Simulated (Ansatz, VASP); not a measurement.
## Two plane-wave programs on Au

```
CELL_PARAMETERS angstrom
0.00000 2.04186 2.04186
2.04186 0.00000 2.04186
2.04186 2.04186 0.00000
ATOMIC_POSITIONS crystal
Au 0.00000 0.00000 0.00000
```

Alike in both runs: functional PBEsol; k mesh 18 × 18 × 18; occupations gaussian, width 0.1 eV; no spin polarisation.

Ansatz relaxed the structure, and its values are those at the end. VASP's run is a single point on that final structure, the one shown.

```csv
,VASP,Ansatz
version,VASP 6.6.1,Ansatz 0.2.0
potentials or method,"VASP PAW PBE potentials, release 64 (Au)","scalar-relativistic, plane waves, PAW"
plane-wave cutoff (eV),520,420
valence electrons in the cell,11,19
```

|  | VASP | Ansatz | Ansatz less VASP |
| --- | --- | --- | --- |
| gap on the k mesh at the Fermi level (eV) | none | none | - |
| pressure (GPa) | -0.3 | 0.0 | +0.29 |

A gap of «none» marks a metal or a gap that the smearing closes. The functional is the same, so the differences come from potentials, cutoffs and numerics. The two sets of potentials don't hold the same shells in valence.

Caveats: the PAW data sets were made with another functional, which shifts forces and pressure a little (VASP). The runs have no spin-orbit coupling, so splittings on Au are missing.
